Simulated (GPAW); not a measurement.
# HfC (P6_3/mmc) in GPAW: further runs, part 2 of 2

GPAW 26.7.0. The steps go on from the part before.

## 4. Relaxation of cell and atoms, PBEsol+D4

The input, run.py:

```python
from ase import Atoms
from ase.calculators.mixing import SumCalculator
from ase.filters import FrechetCellFilter
from ase.io import write
from ase.optimize import BFGS
from dftd4.ase import DFTD4
from gpaw import GPAW, PW, setup_paths

setup_paths.insert(0, '.')

atoms = Atoms(['Hf', 'Hf', 'C', 'C'],
              cell=[[3.3428660531, 0.0, 0.0],
                    [-1.6714330265, 2.8950069234, 0.0],
                    [0.0, 0.0, 5.202714]],
              scaled_positions=[[0.3333333333, 0.6666666667, 0.25],
                                [0.6666666667, 0.3333333333, 0.75],
                                [0.0, 0.0, 0.5],
                                [0.0, 0.0, 0.0]],
              pbc=True)

calc = GPAW(mode=PW(800),
            xc='PBEsol',
            kpts={'size': (6, 6, 4), 'gamma': True},
            occupations={'name': 'fermi-dirac', 'width': 0.05},
            nbands=31,
            convergence={'density': 1e-05, 'forces': 0.0001},
            maxiter=150,
            txt='gpaw.txt')
atoms.calc = SumCalculator([calc, DFTD4(method='pbesol')])
opt = BFGS(FrechetCellFilter(atoms), trajectory='relax.traj', logfile='-')
done = opt.run(fmax=0.02, steps=60)
calc.write('gs.gpw')
write('result.traj', atoms)
print('Converged:', done)
print('Cell:', atoms.cell.cellpar().round(4))
print('Volume:', round(atoms.get_volume(), 4))
print(atoms.get_scaled_positions().round(5))
```

Potentials or basis: PAW data sets generated in the run's folder for this functional, pw.

The run is started by

```sh
gpaw-setup -f PBEsol C Hf
OMP_NUM_THREADS=1 python run.py
```

gpaw.txt:

```text
__  _  _
 | _ |_)|_||  |
 |__||  | ||/\| - 26.7.0

Input parameters:
  mode=PW(ecut=800.0),
  convergence={'density': 1e-05, 'forces': 0.0001},
  kpts=MonkhorstPack(size=(6, 6, 4), gamma=True),
  maxiter=150,
  nbands=31,
  occupations=Occupations(name='fermi-dirac', width=0.05),
  xc=XC(name='PBEsol')

Diagonalizing LCAO Hamiltonian
Converting LCAO to pw mode

            Hf

       C Hf

       C

Atoms  # Å, Bohr magnetons
|   | symbol |         x |        y |        z |    initial magnetic moments |
|---|--------|-----------|----------|----------|-----------------------------|
| 0 |     Hf | -0.000000 | 1.930005 | 1.300679 | ( 0.0000,  0.0000,  0.0000) |
| 1 |     Hf |  1.671433 | 0.965002 | 3.902036 | ( 0.0000,  0.0000,  0.0000) |
| 2 |      C |  0.000000 | 0.000000 | 2.601357 | ( 0.0000,  0.0000,  0.0000) |
| 3 |      C |  0.000000 | 0.000000 | 0.000000 | ( 0.0000,  0.0000,  0.0000) |

[... 890 lines left out ...]

Converged in 8 steps
Energy contributions relative to reference atoms: (reference = -821570.674565)

Energy contributions:
  Kinetic:          44.814319
  Coulomb:         -44.089758
  Zero:             -0.798263
  External:          0.000000
  Xc:              -38.590851
  Entropy:          -0.007412
  Spinorbit:         0.000000
  ----------------------------
  Free energy:     -38.671965
  Extrapolated:    -38.668259
[... 449 lines left out ...]
SCF iterations
|iter     | |      energy | eigst |  dens |force |
|---------|-|-------------|-------|-------|------|
|iter:   1| |  -38.673112 | -2.70 |       |      |
|iter:   2| |  -38.673107 | -5.40 | -3.02 |      |
|iter:   3| |  -38.673040c| -5.57 | -3.04 |      |
|iter:   4| |  -38.673039c| -6.95 | -3.71 |      |
|iter:   5| |  -38.673040c| -8.16c| -4.35 |      |
|iter:   6| |  -38.673039c| -8.17c| -4.87 |      |
|iter:   7| |  -38.673039c| -8.65c| -5.28c|      |
|iter:   8| |  -38.673039c| -9.28c| -5.63c|-3.72 |
|iter:   9| |  -38.673039c|-10.01c| -6.35c|-4.68c|

Converged in 9 steps
Energy contributions relative to reference atoms: (reference = -821570.674565)

Energy contributions:
  Kinetic:          43.701765
  Coulomb:         -43.167314
  Zero:             -0.797382
  External:          0.000000
  Xc:              -38.406657
  Entropy:          -0.006904
  Spinorbit:         0.000000
  ----------------------------
  Free energy:     -38.676492
  Extrapolated:    -38.673039
[... 274 lines left out ...]
Forces  # eV/Ang
|        x |        y |        z |
|----------|----------|----------|
|  0.00000 | -0.00000 |  0.00001 |  # Hf   0
| -0.00000 |  0.00000 | -0.00001 |  # Hf   1
| -0.00000 | -0.00000 |  0.00000 |  # C    2
|  0.00000 |  0.00000 |  0.00000 |  # C    3

# Writing to gs.gpw (mode='')
```

stdout:

```text
Step          Energy          fmax
BFGS:    0      -39.213147        0.773162
BFGS:    1      -39.230066        0.636612
BFGS:    2      -39.261771        0.189751
BFGS:    3      -39.262353        0.162698
BFGS:    4      -39.264901        0.062520
BFGS:    5      -39.265419        0.030889
BFGS:    6      -39.265468        0.005306
Converged: True
Cell: [  3.2854   3.2854   5.2096  90.      90.     120.    ]
Volume: 48.6969
[[0.33333 0.66667 0.25   ]
 [0.66667 0.33333 0.75   ]
 [0.      0.      0.5    ]
 [0.      0.      0.     ]]
```

Wall time 7.9 min (1 thread of Arm Neoverse V1, shared host); peak memory 0.4 GiB.

What came out:

```
Free energy                            : -39.2689 eV
Relaxed volume                         : 12.17 Å³/atom
Relaxed cell                           : a = 3.285 Å, b = 3.285 Å, c = 5.210 Å, α = 90.00°, β = 90.00°, γ = 120.00°
Space group after relaxing (to 0.05 Å) : P6_3/mmc (No. 194)
Energy gained by relaxing              : 13.1 meV/atom
Ionic steps                            : 7
Pressure after relaxing                : -0.1 GPa
Band gap on the k mesh                 : none (metal or under the smearing width)
Dispersion energy per atom             : -0.148 eV
```

Step by step:
| step | energy change (eV) | largest force (eV/Å) | pressure (GPa) | volume (Å³) |
| --- | --- | --- | --- | --- |
| 1 | 0.0000 | 0.0000 | -8.16 | 50.35 |
| 2 | -0.0169 | 0.0000 | -6.60 | 50.01 |
| 3 | -0.0486 | 0.0000 | 0.67 | 48.55 |
| 4 | -0.0492 | 0.0000 | 0.40 | 48.60 |
| 5 | -0.0518 | 0.0001 | -0.45 | 48.77 |
| 6 | -0.0523 | 0.0000 | -0.32 | 48.75 |
| 7 | -0.0523 | 0.0000 | -0.06 | 48.70 |

Final structure:
```
Hf C
1.0
     3.28536    0.00000    0.00000
    -1.64268    2.84521    0.00000
     0.00000    0.00000    5.20960
Hf C
2 2
Direct
  0.33333 0.66667 0.25000
  0.66667 0.33333 0.75000
  0.00000 0.00000 0.50000
  0.00000 0.00000 0.00000
```

Caveat: the k mesh is coarse (spacing up to 0.36 Å⁻¹), so the values aren't converged; later steps reuse the first step's grids; pairwise dispersion overbinds metals, which lowers pressure and volume. The run has no spin-orbit coupling, so splittings on Hf are missing.

## 5. The runs side by side

| level | gap on the mesh (eV) | pressure (GPa) | relaxed volume (Å³/atom) |
| --- | --- | --- | --- |
| PBEsol+D3(BJ) | none | -0.1 | 12.04 |
| PBEsol+D3(BJ)+ATM | none | 0.0 | 12.07 |
| PBEsol+D4 | none | -0.1 | 12.17 |

Alike in all rows: task relaxation of cell and atoms; potentials or basis PAW data sets generated in the run's folder for this functional, pw; no spin polarisation; cell relaxed; k mesh 6 × 6 × 4; cutoff (eV) 800; smearing fermi-dirac 0.05 eV; the mesh is coarse, so values aren't converged.

Caveats: all runs use coarse meshes; later steps reuse the first step's grids; pairwise dispersion overbinds metals, which lowers pressure and volume.

Absolute energies hang on the potentials; compare differences alone.
